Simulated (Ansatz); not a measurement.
# InP: the cost of one run

Program: Ansatz 0.2.0. Level of theory: DFT PBE, scalar-relativistic, plane waves, PAW, and further levels as typed in the inputs. These are calculated values, not measurements.

The COD entry's cell or inner coordinates are ideal or old and differ from later refinements, so a difference from it is no clean test against experiment.

### 1 Starting point

The structure is cubic, space group F-43m (No. 216). Conventional cell: a = 5.861 Å, b = 5.861 Å, c = 5.861 Å, α = 90.00°, β = 90.00°, γ = 90.00°. In (site symmetry -43m) is surrounded by 4 P at 2.54 Å. Around P (site symmetry -43m) lie 4 In at 2.54 Å.

Coordinates:

```cif
data_structure
_symmetry_space_group_name_H-M 'P 1'
_symmetry_Int_Tables_number 1
_cell_length_a 4.1444
_cell_length_b 4.1444
_cell_length_c 4.1444
_cell_angle_alpha 60.000
_cell_angle_beta 60.000
_cell_angle_gamma 60.000
_cell_volume 50.33
loop_
_atom_site_label
_atom_site_type_symbol
_atom_site_fract_x
_atom_site_fract_y
_atom_site_fract_z
_atom_site_occupancy
In1 In 0.00000 0.00000 0.00000 1
P1 P 0.25000 0.25000 0.25000 1
```

The structure rests on an entry of the Crystallography Open Database; cell or positions may have been set otherwise for this series.

### 2 Atoms relaxed at the deposited cell

Input file input.yaml:

```yaml
crystal:
  lattice:
    - [0.0, 2.9305, 2.9305]
    - [2.9305, 0.0, 2.9305]
    - [2.9305, 2.9305, 0.0]
  atoms:
    - { symbol: In, position: [0.0, 0.0, 0.0] }
    - { symbol: P, position: [0.25, 0.25, 0.25] }
scf:
  occupations: { method: fixed }
output:
  forces: true
  stress: true
  eigenvalues: true
kpoints:
  mp_grid: { grid: [8, 8, 8] }
hamiltonian:
  xc: pbe
relax:
  f_tol: 0.002
  max_steps: 60
```

On the command line:

```console
> ansatz run input.yaml --threads 4 --pin off --max-ram 8192MiB --backend cpu --events-out ev --progress --plain --runs-dir out
```

**Question.** How long does this run take on 4 threads of AMD EPYC 7R43 (Zen 3), shared host, and how much memory does it need?

About 1.7 s, with a peak of 0.39 GiB.
